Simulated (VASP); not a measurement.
# Se (P6_3/mmc) in VASP: further runs, part 2 of 2

VASP 6.6.1. Earlier steps stand in the parts before.

## (3) Single point, RPBE

This run uses another cell than the first one, of 25.85 Å³/atom, 1.120 times its volume.

INCAR

```
SYSTEM = Se
ALGO = Normal
EDIFF = 1E-6
ENCUT = 520
GGA = RP
ISIF = 2
ISMEAR = -1
LASPH = .TRUE.
LCHARG = .FALSE.
LREAL = .FALSE.
LWAVE = .FALSE.
NBANDS = 13
NELM = 60
PREC = Accurate
SIGMA = 0.1
```

KPOINTS

```
k-points
0
G
  11 11 9
  0 0 0
```

POSCAR

```
Se
1.0
    3.8594543601      0.0000000000      0.0000000000
   -1.9297271801      3.3423855206      0.0000000000
    0.0000000000      0.0000000000      4.0080655931
Se
2
Direct
    0.3333333333      0.6666666667      0.2500000000
    0.6666666667      0.3333333333      0.7500000000
```

Potentials or basis: VASP PAW PBE potentials, release 64 (Se).

On the command line:

```bash
$ cat potpaw_PBE.64/Se/POTCAR > POTCAR
$ mpirun -np 1 vasp_std > vasp.out
```

OUTCAR:

```text
SYSTEM = Se
   EDIFF = 1E-6
   ENCUT = 520
   GGA = RP
   ISIF = 2
   ISMEAR = -1
   LASPH = .TRUE.
   LREAL = .FALSE.
   NELM = 60
   PREC = Accurate

 ion  position               nearest neighbor table
   1  0.333  0.667  0.250-
   2  0.667  0.333  0.750-

  LATTYP: Found a hexagonal cell.
 ALAT       =     3.8594543601
 C/A-ratio  =     1.0385057625

  Lattice vectors:

 A1 = (   3.8594543601,   0.0000000000,   0.0000000000)
 A2 = (  -1.9297271801,   3.3423855206,   0.0000000000)
 A3 = (   0.0000000000,   0.0000000000,   4.0080655931)

Analysis of symmetry for initial positions (statically):
=====================================================================
 Subroutine PRICEL returns:
 Original cell was already a primitive cell.

 Routine SETGRP: Setting up the symmetry group for a
 hexagonal supercell.

 Subroutine GETGRP returns: Found 24 space group operations
 (whereof 12 operations were pure point group operations)
 out of a pool of 24 trial point group operations.

The static configuration has the point symmetry D_3d.
 The point group associated with its full space group is D_6h.

Analysis of symmetry for dynamics (positions and initial velocities):
=====================================================================
 Subroutine PRICEL returns:
 Original cell was already a primitive cell.

 Routine SETGRP: Setting up the symmetry group for a
 hexagonal supercell.

 Subroutine GETGRP returns: Found 24 space group operations
 (whereof 12 operations were pure point group operations)
 out of a pool of 24 trial point group operations.

The dynamic configuration has the point symmetry D_3d.
 The point group associated with its full space group is D_6h.

 Subroutine INISYM returns: Found 24 space group operations
 (whereof 12 operations are pure point group operations),
 and found     1 'primitive' translations

----------------------------------------------------------------------------------------

                                     Primitive cell

  volume of cell :      51.7032

  direct lattice vectors                    reciprocal lattice vectors
     3.859454360  0.000000000  0.000000000     0.259103984  0.149593755  0.000000000
    -1.929727180  3.342385521  0.000000000     0.000000000  0.299187510  0.000000000
     0.000000000  0.000000000  4.008065593     0.000000000  0.000000000  0.249496915

  length of vectors
     3.859454360  3.859454360  4.008065593     0.299187510  0.299187510  0.249496915

  position of ions in fractional coordinates (direct lattice)
     0.333333333  0.666666667  0.250000000
     0.666666667  0.333333333  0.750000000

  ion indices of the primitive-cell ions
   primitive index   ion index
                 1           1
                 2           2

----------------------------------------------------------------------------------------

 KPOINTS: k-points

Automatic generation of k-mesh.
 Grid dimensions read from file:
 generate k-points for:   11   11    9

 Generating k-lattice:

[... 23 lines left out ...]
  0.454545 -0.000000  0.000000      6.000000
[... 16 lines left out ...]
  0.090909  0.090909  0.111111     12.000000
  0.181818  0.090909  0.111111     24.000000
 [... further k-points ...]
   k-points           NKPTS =     80   k-points in BZ     NKDIM =     80   number of bands    NBANDS=     13
   number of dos      NEDOS =    301   number of ions     NIONS =      2
   total plane-waves  NPLWV =  27000
   dimension x,y,z NGX =    30 NGY =   30 NGZ =   30
   dimension x,y,z NGXF=    60 NGYF=   60 NGZF=   60
   ions per type =               2
   NGX,Y,Z   is equivalent  to a cutoff of  12.92, 12.92, 12.44 a.u.
   NGXF,Y,Z  is equivalent  to a cutoff of  25.84, 25.84, 24.89 a.u.
 SYSTEM =  Se
   PREC   = accura    normal or accurate (medium, high low for compatibility)
   ISTART =      0    job   : 0-new  1-cont  2-samecut
   ICHARG =      2    charge: 1-file 2-atom 10-const
   ISPIN  =      1    spin polarized calculation?
   LNONCOLLINEAR =      F non collinear calculations
   LSORBIT =      F    spin-orbit coupling
   LASPH  =      T    aspherical Exc in radial PAW
   ENCUT  =  520.0 eV  38.22 Ry    6.18 a.u.   7.18  7.18  7.45*2*pi/ulx,y,z
   NELM   =     60;   NELMIN=  2; NELMDL= -5     # of ELM steps
   EDIFF  = 0.1E-05   stopping-criterion for ELM
   LREAL  =      F    real-space projection
   EDIFFG = 0.1E-04   stopping-criterion for IOM
   NSW    =      0    number of steps for IOM
   IBRION =     -1    ionic relax: 0-MD 1-quasi-New 2-CG
   NFREE  =      0    steps in history (QN), initial steepest desc. (CG)
   ISIF   =      2    stress and relaxation
   ISYM   =      2    0-nonsym 1-usesym 2-fastsym
   POTIM  = 0.5000    time-step for ionic-motion
   TEBEG  =    0.0;   TEEND  =   0.0 temperature during run
   PSTRESS=    0.0 pullay stress
   NELECT =      12.0000    total number of electrons
   NUPDOWN=      -1.0000    fix difference up-down
   EMIN   =  10.00;   EMAX   =-10.00  energy-range for DOS
   EFERMI =   0.00;   METHOD = LEGACY
   ISMEAR =    -1;   SIGMA  =   0.10  broadening in eV -4-tet -1-fermi 0-gaus
   EFERMI_NEDOS =   21; number of points for ismear=-14 and -15
   IALGO  =     38    algorithm
   IMIX   =      4    mixing-type and parameters
     AMIX     =   0.40;   BMIX     =  1.00
     AMIX_MAG =   1.60;   BMIX_MAG =  1.00
  volume/ion in A,a.u.               =      25.85       174.46
  Fermi-wavevector in a.u.,A,eV,Ry     =   1.006073  1.901202 13.771584  1.012183
  Thomas-Fermi vector in A             =   2.138792
   LORBIT       =      0    0 simple, 1 ext, 2 COOP (PROOUT), +10 PAW based schemes
   GGA     = RP    functional components
   LHFCALC =     F    Hartree Fock is set to
   AEXX    =    0.0000 exact exchange contribution
   IVDW    =     0    specifies the selected vdW correction
   LEPSILON=     F    determine dielectric tensor
   LRPA    =     F    only Hartree local field effects (RPA)
 non-spin polarized calculation
  energy-cutoff  :      520.00
  volume of cell :       51.70
 maximum number of plane-waves:      1413
 NGX is ok and might be reduce to    30
   NGX = 15   NGY = 15   NGZ = 15

 number of electron      11.9999996 magnetization

 Free energy of the ion-electron system (eV)
  ---------------------------------------------------
  ext. energy  EPLUGINS =         0.00000000
  ---------------------------------------------------
  free energy    TOTEN  =        -5.41339866 eV

  energy without entropy =       -5.36450669  energy(sigma->0) =       -5.38895268

 E-fermi :   3.1653     XC(G=0):  -9.2363

 val. band max:        3.1575996537   @ k =   0.1818   0.0909   0.0000
 cond. band min:       3.1753943720   @ k =   0.3636  -0.0000   0.3333
 fundamental gap:      0.0177947183
 Fermi energy:         3.1653217783

 k-point     1 :       0.0000    0.0000    0.0000
  band No.  band energies     occupation
      1     -11.6080      2.00000
      2      -7.2777      2.00000
      3      -0.7543      2.00000
      4       1.1971      2.00000
      5       1.1971      2.00000
      6       3.8773      0.00162
      7       3.8773      0.00162
      8       5.8315      0.00000
      9       8.0362      0.00000
     10      10.1883      0.00000
     11      13.0180      0.00000
     12      13.0180      0.00000
     13      14.6438      0.00000
[... 354 lines left out ...]
  band No.  band energies     occupation
      1     -11.0407      2.00000
      2      -7.8970      2.00000
      3      -0.6494      2.00000
      4       0.3033      2.00000
      5       1.1683      2.00000
      6       2.7130      1.97853
      7       4.2836      0.00003
      8       4.7851      0.00000
      9       9.5341      0.00000
     10      10.7263      0.00000
     11      12.4900      0.00000
     12      13.2728      0.00000
     13      14.4165      0.00000

 [... further k-points ...]

------------------------ aborting loop because EDIFF is reached ----------------------------------------

  FORCE on cell =-STRESS in cart. coord.  units (eV):
  Direction    XX          YY          ZZ          XY          YZ          ZX
  --------------------------------------------------------------------------------------
  -------------------------------------------------------------------------------------
  Total       -1.3088409     -1.3088409     -2.4316035      0.0000000      0.0000000      0.0000000
  in kB      -40.5583387    -40.5583387    -75.3504897      0.0000000      0.0000000      0.0000000
  external PRESSURE =     -52.1557223 kB  Pullay stress =       0.0000000 kB

 VOLUME and BASIS-vectors are now :
 -----------------------------------------------------------------------------
  energy-cutoff  :      520.00
  volume of cell :       51.70
      direct lattice vectors                 reciprocal lattice vectors
     3.859454360  0.000000000  0.000000000     0.259103984  0.149593755  0.000000000
    -1.929727180  3.342385521  0.000000000     0.000000000  0.299187510  0.000000000
     0.000000000  0.000000000  4.008065593     0.000000000  0.000000000  0.249496915

 POSITION                                       TOTAL-FORCE (eV/Angst)
 -----------------------------------------------------------------------------------
     -0.00000      2.22826      1.00202         0.000000      0.000000      0.000000
      1.92973      1.11413      3.00605        -0.000000     -0.000000      0.000000
 -----------------------------------------------------------------------------------
    total drift:                               -0.000000      0.000000      0.000000

  FREE ENERGIE OF THE ION-ELECTRON SYSTEM (eV)
  ---------------------------------------------------
  free  energy   TOTEN  =        -5.4133986643 eV

  energy  without entropy=       -5.3645066859  energy(sigma->0) =       -5.38895268
```

OSZICAR:

```text
N       E                     dE             d eps       ncg     rms          rms(c)
DAV:   1     0.510043054446E+02    0.51004E+02   -0.49946E+03  2080   0.771E+02
DAV:   2    -0.255256319444E+01   -0.53557E+02   -0.51448E+02  2877   0.130E+02
DAV:   3    -0.539161979969E+01   -0.28391E+01   -0.28081E+01  2715   0.323E+01
DAV:   4    -0.541015785899E+01   -0.18538E-01   -0.18535E-01  2395   0.309E+00
DAV:   5    -0.541025014786E+01   -0.92289E-04   -0.92286E-04  2760   0.223E-01    0.358E+00
DAV:   6    -0.541042640662E+01   -0.17626E-03   -0.68278E-03  2355   0.501E-01    0.209E+00
DAV:   7    -0.541321277173E+01   -0.27864E-02   -0.12174E-02  2490   0.687E-01    0.104E-01
DAV:   8    -0.541337640325E+01   -0.16363E-03   -0.54102E-04  2570   0.142E-01    0.134E-02
DAV:   9    -0.541339141794E+01   -0.15015E-04   -0.14297E-05  2595   0.240E-02    0.986E-03
DAV:  10    -0.541339862302E+01   -0.72051E-05   -0.11376E-05  2325   0.207E-02    0.179E-03
DAV:  11    -0.541339866434E+01   -0.41326E-07   -0.36769E-07  2060   0.375E-03
   1 F= -.54133987E+01 E0= -.53889527E+01  d E =-.488920E-01
```

Run time: 28 s. Hardware: 1 thread of Intel Xeon Platinum 8488C (Sapphire Rapids), shared host; peak memory 0.19 GiB.

Results:

* Free energy: -5.4134 eV
* Pressure: -5.2 GPa
* Band gap on the k mesh: none (metal or under the smearing width)

Caveat: the PAW data sets were made with another functional, which shifts forces and pressure a little.

## (4) Single point, RPBE

This run uses another cell than the first one, of 22.16 Å³/atom, 0.960 times its volume.

INCAR

```
SYSTEM = Se
PREC = Accurate
ENCUT = 520
EDIFF = 1E-6
ISMEAR = -1
SIGMA = 0.1
LREAL = .FALSE.
LASPH = .TRUE.
NELM = 80
ALGO = Normal
ISIF = 2
LWAVE = .FALSE.
LCHARG = .TRUE.
GGA = RP
LELF = .TRUE.
LVHAR = .TRUE.
NBANDS = 13
```

KPOINTS

```
Automatic mesh
0
G
  11 11 9
  0 0 0
```

POSCAR

```
Se
1.0
    3.6661507000      0.0000000000      0.0000000000
   -1.8330753501      3.1749796403      0.0000000000
    0.0000000000      0.0000000000      3.8073186282
Se
2
Direct
    0.3333333333      0.6666666667      0.2500000000
    0.6666666667      0.3333333333      0.7500000000
```

On the command line:

```bash
$ cat potpaw_PBE.64/Se/POTCAR > POTCAR
$ mpirun -np 1 vasp_std > vasp.out
```

Wall time 22 s (1 thread of Intel Xeon Platinum 8488C (Sapphire Rapids), shared host); peak memory 0.17 GiB.

Results (log left out):

```
Free energy            : -5.5026 eV
Pressure               : 2.5 GPa
Band gap on the k mesh : none (metal or under the smearing width)
```

Stress tensor (GPa, compression positive):
```
2.29 0.00 0.00
0.00 2.29 0.00
0.00 0.00 2.95
```

Levels at points of the mesh, in eV from the Fermi level:
| k point | band 2 | band 3 | band 4 | band 5 | band 6 | band 7 | band 8 | band 9 | band 10 | band 11 |
| --- | --- | --- | --- | --- | --- | --- | --- | --- | --- | --- |
| (0.00, 0.00, 0.00) | -10.13 | -4.74 | -2.36 | -2.36 | 0.81 | 0.81 | 3.40 | 4.22 | 7.34 | 10.05 |

Caveat: the PAW data sets were made with another functional, which shifts forces and pressure a little.

## (5) The runs side by side

```tsv
cell	k mesh	gap on the mesh (eV)	pressure (GPa)
P6_3/mmc, 23.08 Å³/atom	16 × 16 × 13	none	-0.1
P6_3/mmc, 25.85 Å³/atom	11 × 11 × 9	none	-5.2
P6_3/mmc, 22.16 Å³/atom	11 × 11 × 9	none	2.5
```

Alike in all rows: task single point; level RPBE; potentials or basis VASP PAW PBE potentials, release 64 (Se); no spin polarisation; cutoff (eV) 520; smearing fermi-dirac 0.1 eV.

Every run on the cell as given and a fine mesh finds a metal.

Caveats: the PAW data sets were made with another functional, which shifts forces and pressure a little.

Absolute energies hang on the potentials; compare differences alone.
